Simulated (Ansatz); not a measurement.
Straining NbP

Method: DFT PBE, scalar-relativistic, plane waves, PAW in Ansatz. (420 eV cutoff, 10×10×4 k-mesh, Gaussian smearing of 0.10 eV, no spin polarisation)

Reference structure (relaxed):

```
CELL_PARAMETERS angstrom
3.34705 0.00000 0.00000
0.00000 3.34705 0.00000
0.00000 0.00000 11.42796
ATOMIC_POSITIONS crystal
Nb 0.50000 0.50000 0.00003
Nb 0.00000 0.50000 0.75003
Nb 0.00000 0.00000 0.50003
Nb 0.50000 0.00000 0.25003
P 0.00000 0.00000 0.08259
P 0.50000 0.00000 0.83259
P 0.50000 0.50000 0.58259
P 0.00000 0.50000 0.33259
```

Deformation: biaxial strain in the a-b plane, with the length and tilt of c and the atoms relaxed, all within the symmetry that the strain leaves. Energies are extrapolated to zero smearing. On this cell's mesh the reference holds a stress of up to 0.21 GPa.

```csv
strain (%),ΔE (meV/atom),a (Å),b (Å),c (Å)
-3.0,33.2,3.247,3.247,11.785
-2.0,14.3,3.280,3.280,11.657
-1.0,3.2,3.314,3.314,11.545
+0.0,0.0,3.347,3.347,11.428
+1.0,3.8,3.381,3.381,11.329
+2.0,14.3,3.414,3.414,11.230
+3.0,31.4,3.447,3.447,11.144
```

(1) What stiffness (1/V) d²E/dε² at zero strain does a cubic fit over all points give?

(2) How does the free axis c answer a small strain?

## Answers

(1) A cubic fit gives (1/V) d²E/dε² = 719 GPa at zero strain (twice the biaxial modulus).

(2) Between the innermost points its strain is -0.95 times the applied one.